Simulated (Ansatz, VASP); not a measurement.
## GaAs: VASP beside Ansatz

The input INCAR:

```
SYSTEM = GaAs
PREC = Accurate
ENCUT = 520
EDIFF = 1E-6
ISMEAR = -1
SIGMA = 0.05
LREAL = .False.
LASPH = .True.
NELM = 80
ALGO = Normal
ISIF = 2
LWAVE = .False.
LCHARG = .False.
GGA = PE
IVDW = 12
NBANDS = 16
```

File KPOINTS:

```
regular mesh
0
Gamma
  8 8 8
  0 0 0
```

POSCAR

```
GaAs
1.0
    0.0000000000      2.8455714065      2.8455714065
    2.8455714065      0.0000000000      2.8455714065
    2.8455714065      2.8455714065      0.0000000000
As Ga
1 1
Direct
    0.7500000000      0.7500000000      0.7500000000
    0.0000000000      0.0000000000      0.0000000000
```

Contents of input.yaml:

```yaml
crystal:
  lattice:
    - [0.0, 2.8455714065, 2.8455714065]
    - [2.8455714065, 0.0, 2.8455714065]
    - [2.8455714065, 2.8455714065, 0.0]
  atoms:
    - { symbol: As, position: [0.75, 0.75, 0.75] }
    - { symbol: Ga, position: [0.0, 0.0, 0.0] }
hamiltonian:
  xc: pbe
  pseudopotentials: { kind: paw }
  dispersion: d3bj
kpoints:
  mp_grid: { grid: [8, 8, 8] }
scf:
  occupations: { method: fermi_dirac, width: 0.05 }
output:
  forces: true
  stress: true
  eigenvalues: true
```

Alike in both runs: task single point; functional PBE; dispersion D3(BJ); k mesh 8 × 8 × 8; occupations fermi-dirac, width 0.05 eV; no spin polarisation.

|  | VASP | Ansatz |
| --- | --- | --- |
| version | VASP 6.6.1 | Ansatz 0.2.0 |
| potentials or method | VASP PAW PBE potentials, release 64 (As, Ga_d) | Ansatz PAW |
| plane-wave cutoff (eV) | 520 | 420 |
| valence electrons in the cell | 18 | 28 |

VASP gave:

- gap on the k mesh at the Fermi level (eV): 0.37
- least direct gap on the mesh (eV): 0.37
- pressure (GPa): -0.4
- dispersion energy (meV/atom): -318.0

Estimate Ansatz's values.

gap on the k mesh at the Fermi level (eV): 0.37; least direct gap on the mesh (eV): 0.37; pressure (GPa): -0.6; dispersion energy (meV/atom): -318.1.

The two sets of potentials don't hold the same shells in valence.
